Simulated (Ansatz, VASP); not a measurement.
**Two plane-wave programs on ZnCu2SnS4**

```
Zn Cu Sn S
1.0
    -2.73552    2.73552    5.46236
     2.73552   -2.73552    5.46236
     2.73552    2.73552   -5.46236
Zn Cu Sn S
1 2 1 4
Direct
  0.25000 0.75000 0.50000
  0.00000 0.00000 0.00000
  0.75000 0.25000 0.50000
  0.50000 0.50000 0.00000
  0.37110 0.89561 0.00794
  0.10439 0.11233 0.47549
  0.88767 0.36315 0.99206
  0.63685 0.62890 0.52451
```

Alike in both runs: task electric field gradients; functional PBE; k mesh 8 × 8 × 8; occupations gaussian, width 0.05 eV; no spin polarisation.

|  | VASP | Ansatz |
| --- | --- | --- |
| version | VASP 6.6.1 | Ansatz 0.2.0 |
| potentials or method | VASP PAW PBE potentials, release 64 (Zn, Cu, Sn_d, S) | scalar-relativistic, plane waves, PAW |
| plane-wave cutoff (eV) | 520 | 420 |
| valence electrons in the cell | 72 | 88 |

```csv
,VASP,Ansatz,Ansatz less VASP
gap on the k mesh at the Fermi level (eV),0.07,0.04,-0.026
least direct gap on the mesh (eV),0.07,0.04,-0.026
pressure (GPa),0.0,0.0,-0.06
rms of the force components (eV/Å),0.014,0.001,-0.0124
Vzz of the field gradient on the site that differs most (V/Å²),103.7,105.4,+1.71
```

Atom by atom the forces differ by 0.015 eV/Å (rms over components). With one functional, cell and mesh, what is left measures potentials, basis and numerics. The two sets of potentials don't hold the same shells in valence. Ansatz warned: «gradients_without_spin_orbit».

Caveats: spin-orbit coupling is left out, which moves the levels of the heavy elements.
